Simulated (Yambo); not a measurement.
# SiC (Moissanite 3C) (F-43m) in Yambo: convergence with bands in sums, part 2 of 2

Yambo 5.3.0. The steps go on from the part before.

## (9) With bands in sums 304

Input file g0w07.in:

```
gw0
dyson
el_el_corr
rim_cut
HF_and_locXC
ppa
em1d
RandQpts= 1000000
RandGvec= 50 RL
EXXRLvcs= 70 Ry
VXCRLvcs= 70 Ry
Chimod= "HARTREE"
% BndsRnXp
 1 | 304 |
%
NGsBlkXp= 8 Ry
% LongDrXp
 1 | 1 | 1 |
%
PPAPntXp= 27.21138 eV
% GbndRnge
 1 | 304 |
%
GTermKind= "none"
DysSolver= "n"
ExtendOut
% QPkrange
 1 | 1 | 2 | 6 |
 7 | 7 | 2 | 6 |
%
```

Input file scf.in:

```
&CONTROL
  calculation = 'scf'
  prefix = 'pwscf'
  outdir = './tmp'
  pseudo_dir = './pseudo'
/
&SYSTEM
  ibrav = 0
  nat = 2
  ntyp = 2
  ecutwfc = 70
  nbnd = 9
  occupations = 'smearing'
  smearing = 'fd'
  degauss = 0.00367493
  force_symmorphic = .true.
/
&ELECTRONS
  conv_thr = 4d-10
  electron_maxstep = 120
  mixing_beta = 0.5
/
ATOMIC_SPECIES
Si    28.0850 Si_ONCV_PBE-1.2.upf
C     12.0110 C_ONCV_PBE-1.2.upf
CELL_PARAMETERS angstrom
   0.0000000000    2.1790000000    2.1790000000
   2.1790000000    0.0000000000    2.1790000000
   2.1790000000    2.1790000000    0.0000000000
ATOMIC_POSITIONS crystal
Si     0.0000000000    0.0000000000    0.0000000000
C      0.7500000000    0.7500000000    0.7500000000
K_POINTS automatic
10 10 10 0 0 0
```

Input file nscf.in:

```
&CONTROL
  calculation = 'nscf'
  prefix = 'pwscf'
  outdir = './tmp'
  pseudo_dir = './pseudo'
/
&SYSTEM
  ibrav = 0
  nat = 2
  ntyp = 2
  ecutwfc = 70
  nbnd = 304
  occupations = 'fixed'
  force_symmorphic = .true.
/
&ELECTRONS
  conv_thr = 1d-08
  diago_full_acc = .true.
  diago_thr_init = 1d-06
/
ATOMIC_SPECIES
Si    28.0850 Si_ONCV_PBE-1.2.upf
C     12.0110 C_ONCV_PBE-1.2.upf
CELL_PARAMETERS angstrom
   0.0000000000    2.1790000000    2.1790000000
   2.1790000000    0.0000000000    2.1790000000
   2.1790000000    2.1790000000    0.0000000000
ATOMIC_POSITIONS crystal
Si     0.0000000000    0.0000000000    0.0000000000
C      0.7500000000    0.7500000000    0.7500000000
K_POINTS automatic
4 4 4 0 0 0
```

Potentials or basis: SG15 PBE 1.2.

Launch:

```bash
> OMP_NUM_THREADS=1 pw.x -in scf.in > scf.out
> OMP_NUM_THREADS=1 pw.x -in nscf.in > nscf.out
> cd tmp/pwscf.save; p2y; mv SAVE ../..; cd ../..
> OMP_NUM_THREADS=1 yambo
> mkdir -p g0w07; ln -s $PWD/g0w00/ndb.RIM g0w07/
> OMP_NUM_THREADS=1 yambo -F g0w07.in -J g0w07 -C g0w07_out
```

Yambo's report:

```text
[... sections 02.01 to 02.04 as in the set-up run ...]

  [02.05] Energies & Occupations
  ==============================

  [X] === General ===
  [X] Electronic Temperature                        :  0.000000  0.000000 [eV K]
  [X] Bosonic    Temperature                        :  0.000000  0.000000 [eV K]
  [X] Finite Temperature mode                       : no
  [X] El. density                                   :  0.38662E+24 [cm-3]
  [X] Fermi Level                                   :  9.450355 [eV]

  [X] === Gaps and Widths ===
  [X] Conduction Band Min                           :  1.385123 [eV]
  [X] Valence Band Max                              :  0.000000 [eV]
  [X] Filled Bands                                  :   4
  [X] Empty Bands                                   :    5  304
  [X] Direct Gap                                    :  4.535141 [eV]
  [X] Direct Gap localized at k                     :   7
  [X] Indirect Gap                                  :  1.385123 [eV]
  [X] Indirect Gap between kpts                     :   1   7
  [X] Last valence band width                       :  4.643152 [eV]
  [X] 1st conduction band width                     :  4.869084 [eV]

 [03] Transferred momenta grid and indexing
 ==========================================

 IBZ Q-points                                      :   8
 BZ  Q-points                                      :   64

 K/Q-points units:
 rlu = crystal or reduced units; cc = cartesian coordinates; iku = interal k-units

 Q [1]          [rlu]:  0.000000  0.000000  0.000000
 Q [2]          [rlu]: -0.86518E-17 -0.86518E-17  0.25000
 Q [3]          [rlu]:  0.17304E-16  0.17304E-16 -0.50000
 Q [4]          [rlu]:  0.23594E-17  0.25000      0.25000
 Q [5]          [rlu]:  0.14582E-17  0.25000      0.50000
 Q [6]          [rlu]: -0.93719E-16  0.25000     -0.25000
 Q [7]          [rlu]: -0.47188E-17 -0.50000     -0.50000
 Q [8]          [rlu]:  0.250000 -0.500000 -0.250000

 [04] Coloumb potential Random Integration (RIM)
 ===============================================

 Summary of Coulomb integrals for non-metallic bands |Q|[au] RIM/Bare

 Q [1] 0.100000E-4 0.995998 * Q [2] 0.330365 1.064860
 Q [4] 0.381473 1.063764 * Q [6] 0.539484 1.026684
 Q [5] 0.632601 1.019317 * Q [3] 0.660731 1.017217
 Q [7] 0.762946 1.013693 * Q [8] 0.853000 1.010740

 [05] Dipoles
 ============

  [05.01] Setup: observables and procedures
  =========================================

  [WF-Oscillators/G space/Transverse up loader] Normalization (few states)  min/max  :  0.69855E-16   1.0000

  [WR./g0w07//ndb.dipoles]--------------------------------------------------------
   Brillouin Zone Q/K grids (IBZ/BZ)                :    8   64    8   64
   RL vectors                                       :  1837 [WF]
   Fragmentation                                    : yes
   Electronic Temperature                           :  0.000000 [K]
   Bosonic    Temperature                           :  0.000000 [K]
   DIP band range                                   :    1  304
   DIP band range limits                            :   4   5
   DIP e/h energy range                             : -1.000000 -1.000000 [eV]
   RL vectors in the sum                            :  1837
   [r,Vnl] included                                 : yes
   Bands ordered                                    : yes
   Direct v evaluation                              : no
   Approach used                                    : G-space v
   Dipoles computed                                 : R V P [G-space]
   Wavefunctions                                    : Perdew, Burke & Ernzerhof(X)+Perdew, Burke & Ernzerhof(C)

 [06] Dynamic Dielectric Matrix (PPA)
 ====================================
[... 61 lines left out ...]
  RIM RL components                                :   51
  RIM random points                                :  1000000

 [xc] E_xc :  -3.053702 [Ha]
      E_xc :  -6.107403 [Ry]

  Local XC kind (lXC) : Perdew, Burke & Ernzerhof(X)+Perdew, Burke & Ernzerhof(C)
  Non-Local XC kind (nlXC) : Hartree-Fock

  Corrections @ K [1] :  [eV]
 <2|nlXC|2> = -17.62088  0.16260E-16 <2|lXC|2> = -14.94280  0.18882E-15
 <3|nlXC|3> = -17.62089  0.11972E-16 <3|lXC|3> = -14.94280  0.47204E-16
 <4|nlXC|4> = -17.62088 -0.26505E-16 <4|lXC|4> = -14.94280 -0.94408E-16
 <5|nlXC|5> = -7.457564  0.32507E-17 <5|lXC|5> = -13.17990  0.000000
 <6|nlXC|6> = -5.796701  0.70177E-18 <6|lXC|6> = -11.29586 -0.28323E-15

  Corrections @ K [7] :  [eV]
 <2|nlXC|2> = -18.05174 -0.77956E-17 <2|lXC|2> = -12.55546  0.000000
 <3|nlXC|3> = -17.45307  0.15731E-16 <3|lXC|3> = -13.57563 -0.14161E-15
 <4|nlXC|4> = -17.45308  0.17093E-16 <4|lXC|4> = -13.57563  0.28323E-15
 <5|nlXC|5> = -6.233630 -0.21771E-17 <5|lXC|5> = -10.44566  0.41304E-16
 <6|nlXC|6> = -5.900384 -0.61522E-17 <6|lXC|6> = -10.75021  0.000000

 [08] Dyson equation: Newton solver
 ==================================

  [08.01] G0W0 (W PPA)
  ====================

  [  GW  ] Bands range     :    1  304
  [GW/PPA] G damping       :  0.100000 [eV]

  QP @ state[ 1 ] K range:  1  1
  QP @ state[ 1 ] b range:   2   6
  QP @ state[ 2 ] K range:   7   7
  QP @ state[ 2 ] b range:   2   6
[... 19 lines left out ...]
   :: Time ordering fails/rest    :  0.498992
   :: Mean rel dev of PP cond     :  0.178390
   Current Q-pt index             :   6
   :: PP condition fails/total    :  0.190296
   :: Time ordering fails/rest    :  0.502777
   :: Mean rel dev of PP cond     :  0.190218
   Current Q-pt index             :   7
   :: PP condition fails/total    :  0.150533
   :: Time ordering fails/rest    :  0.497910
   :: Mean rel dev of PP cond     :  0.150483
   Current Q-pt index             :   8
   :: PP condition fails/total    :  0.170414
   :: Time ordering fails/rest    :  0.499001
   :: Mean rel dev of PP cond     :  0.170355

  [08.02] QP properties and I/O
  =============================

  Legend (energies in eV)
  - B  : Band       - Eo  : bare energy
  - E  : QP energy  - Z   : Renormalization factor
  - So : Sc(Eo)     - S   : Sc(E)
  - dSp: Sc derivative precision

  - lXC: Local XC (Perdew, Burke & Ernzerhof(X)+Perdew, Burke & Ernzerhof(C))
  -nlXC: non-Local XC (Hartree-Fock)

  QP [eV] @ K [1] (iku):  0.000000  0.000000  0.000000
   B=2 Eo= -0.00 E= -0.55 E-Eo= -0.55 Re(Z)=0.80 Im(Z)=-0.110314E-2 nlXC= -17.6209 lXC= -14.9428 So=  1.99335
   B=3 Eo= -0.00 E= -0.55 E-Eo= -0.55 Re(Z)=0.80 Im(Z)=-0.110320E-2 nlXC= -17.6209 lXC= -14.9428 So=  1.99370
   B=4 Eo=  0.00 E= -0.55 E-Eo= -0.55 Re(Z)=0.80 Im(Z)=-0.110314E-2 nlXC= -17.6209 lXC= -14.9428 So=  1.99332
   B=5 Eo=  6.25 E=  6.62 E-Eo=  0.36 Re(Z)=0.80 Im(Z)=-0.116995E-2 nlXC= -7.45756 lXC= -13.1799 So= -5.26416
   B=6 Eo=  7.37 E=  7.65 E-Eo=  0.28 Re(Z)=0.81 Im(Z)=-0.311133E-3 nlXC= -5.79670 lXC= -11.2959 So= -5.15271

  QP [eV] @ K [7] (iku): -0.500000  0.000000  0.000000
   B=2 Eo= -7.76 E= -8.80 E-Eo= -1.04 Re(Z)=0.76 Im(Z)=-0.202238E-2 nlXC= -18.0517 lXC= -12.5555 So=  4.13109
   B=3 Eo= -3.15 E= -4.02 E-Eo= -0.87 Re(Z)=0.79 Im(Z)=-0.121727E-2 nlXC= -17.4531 lXC= -13.5756 So=  2.76965
   B=4 Eo= -3.15 E= -4.02 E-Eo= -0.87 Re(Z)=0.79 Im(Z)=-0.121728E-2 nlXC= -17.4531 lXC= -13.5756 So=  2.76983
   B=5 Eo=  1.39 E=  1.51 E-Eo=  0.12 Re(Z)=0.82 Im(Z)=-0.100827E-2 nlXC= -6.23363 lXC= -10.4457 So= -4.06239
   B=6 Eo=  4.34 E=  4.64 E-Eo=  0.30 Re(Z)=0.83 Im(Z)=-0.999055E-3 nlXC= -5.90038 lXC= -10.7502 So= -4.48944

  [WR./g0w07//ndb.QP]-------------------------------------------------------------
   Lattice constants                                :  4.117713  4.117713  4.117713
   Coulomb cutoff potential                         : none
   Electronic Temperature                           :  0.000000 [K]
   Bosonic    Temperature                           :  0.000000 [K]
   Green`s function   energies                      : Perdew, Burke & Ernzerhof(X)+Perdew, Burke & Ernzerhof(C)
   wavefunctions                                    : Perdew, Burke & Ernzerhof(X)+Perdew, Burke & Ernzerhof(C)
   PPA    diel. fun.  energies                      : Perdew, Burke & Ernzerhof(X)+Perdew, Burke & Ernzerhof(C)
   wavefunctions                                    : Perdew, Burke & Ernzerhof(X)+Perdew, Burke & Ernzerhof(C)
   QP tot states                                    :  10
   GW solver                                        : Newton
   GW approximation                                 : PPA
   PPA imaginary Energy                             :  27.21138 ev
   RIM G`s                                          :   51
   RIM random pts                                   :  1000000
   dS/dw steps                                      :  2
   dS/dw step                                       :  0.100000 ev
   X G`s                                            :   65 used
   X G`s                                            :   65 disk
   X bands                                          :    1  304
   X poles                                          :  100.0000 o/o
   X e/h E range                                    : -1.000000 -1.000000 ev
   X Hxc Kernel                                     : HARTREE
   X BZ energy Double Grid                          : no
   X Optical Averaged directions                    : none
   Sc/G bands                                       :    1  304
   Sc/G damping                                     :  0.100000 ev
   Sc bands terminator                              : no
   Sx RL components                                 :  1459

   QP @ state[ 1 ] K range                          :  1  1
   QP @ state[ 1 ] b range                          :   2   6
   QP @ state[ 2 ] K range                          :   7   7
   QP @ state[ 2 ] b range                          :   2   6
   GF energies kind                                 : Perdew, Burke & Ernzerhof(X)+Perdew, Burke & Ernzerhof(C)
   GF WF`s kind                                     : Perdew, Burke & Ernzerhof(X)+Perdew, Burke & Ernzerhof(C)
   Xs energies kind                                 : Perdew, Burke & Ernzerhof(X)+Perdew, Burke & Ernzerhof(C)
   Xs WF`s kind                                     : Perdew, Burke & Ernzerhof(X)+Perdew, Burke & Ernzerhof(C)
```

Run time: 2.2 min. Hardware: 1 thread of Arm Neoverse V2, shared host; peak memory 0.45 GiB.

What came out:

* Band gap on the k mesh, mean-field level: 1.39 eV, indirect (least direct gap 4.54 eV)
* Quasiparticle gap: 2.05 eV
* Least direct quasiparticle gap: 5.53 eV
* Quasiparticle gap at Γ: 7.16 eV
* Band gap of the same states before the correction: 1.39 eV

## (10) The series at a glance

```
bands in sums  quasiparticle gap at the points computed (eV)  peak memory (GiB)
            9                                          1.973               0.24
           14                                          1.889               0.24
           24                                          1.899               0.25
           44                                          1.964               0.26
           84                                          2.023               0.29
          124                                          2.043               0.32
          204                                          2.053               0.38
          304                                          2.055               0.45
```

Against the tightest run, the quasiparticle gap at the points computed stays within 0.05 eV from 84 on. The tightest run that finished is the yardstick and may itself not be fully converged.

Caveats: all runs use coarse meshes; the screening block or the number of bands is too small for a converged GW gap; this version prints the column dSc/dw multiplied by 27.2.
